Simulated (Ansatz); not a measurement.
Crystal: Sn.

```
CELL_PARAMETERS angstrom
-2.94014 2.94014 1.59930
2.94014 -2.94014 1.59930
2.94014 2.94014 -1.59930
ATOMIC_POSITIONS crystal
Sn 0.00000 0.00000 0.00000
Sn 0.75000 0.25000 0.50000
```

| Quantity | Value |
| --- | --- |
| Program | Ansatz 0.2.0 |
| Task | relaxation of cell and atoms |
| Functional | HSE03 |
| Potentials or basis | Ansatz PAW |
| Cutoff | 420 eV (not typed: the program's choice for these potentials) |
| k mesh | 5 × 5 × 5 |
| Occupations | fermi-dirac, width 0.05 eV |
| Spin | no spin polarisation |

At the start: volume 27.65 Å³/atom.

Question: Where does the relaxation end?

Answer: It ends after 5 steps and the volume is 27.61 Å³/atom (-0.2 %); space group I4_1/amd (No. 141, to 0.05 Å).

The path:
| step | energy change (eV) | largest force (eV/Å) | volume (Å³) |
| --- | --- | --- | --- |
| 1 | 0.0000 | 0.0000 | 55.30 |
| 2 | -0.0700 | 0.0000 | 55.51 |
| 3 | -0.0716 | 0.0000 | 55.21 |
| 4 | -0.0716 | 0.0000 | 55.22 |
| 5 | -0.0717 | 0.0000 | 55.22 |

Final structure:
```yaml
crystal:
  lattice:
    - [-3.00993, 3.00993, 1.52367]
    - [3.00993, -3.00993, 1.52367]
    - [3.00993, 3.00993, -1.52367]
  atoms:
    - { symbol: Sn, position: [0.00000, 0.00000, 0.00000] }
    - { symbol: Sn, position: [0.75000, 0.25000, 0.50000] }
```

Caveat: the k mesh is coarse (spacing up to 0.45 Å⁻¹), so the values aren't converged, least of all with exact exchange; the plane-wave basis is chosen anew once the cell has moved, so the energies of steps on either side of that aren't comparable; the PAW data sets come from PBE, with cores solved anew for the run's functional, which leaves a small shift of forces and pressure.
